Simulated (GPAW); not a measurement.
Crystal: HfC.

```
Hf C
1.0
     3.34287    0.00000    0.00000
    -1.67143    2.89501    0.00000
     0.00000    0.00000    5.20271
Hf C
2 2
Direct
  0.33333 0.66667 0.25000
  0.66667 0.33333 0.75000
  0.00000 0.00000 0.50000
  0.00000 0.00000 0.00000
```

The cell comes from a database or a generator and needn't be the stable form of this composition.

Base run:

* Program: GPAW 26.7.0
* Functional: r2SCAN
* Potentials or basis: GPAW PAW data sets (gpaw-data 1.2.1)
* Cutoff: 800 eV
* Basis: pw
* k mesh: 7 × 7 × 4
* Occupations: fermi-dirac, width 0.05 eV
* Spin: no spin polarisation

Its results: pressure -1.7 GPa.

**Question.** The run is repeated on the same cell with these changes: functional from r2SCAN to LDA; potentials or basis from GPAW PAW data sets (gpaw-data 1.2.1) to the program's PAW data sets (release 1.2.1) made for this functional; cutoff from 800 eV to 600 eV. What comes out?

**Answer.** Pressure -12.0 GPa.

Caveats: the PAW data sets were made with another functional, which shifts forces and pressure a little (some runs); the cutoff is short for stress and forces, so pressures can be off by a GPa or more (some runs).
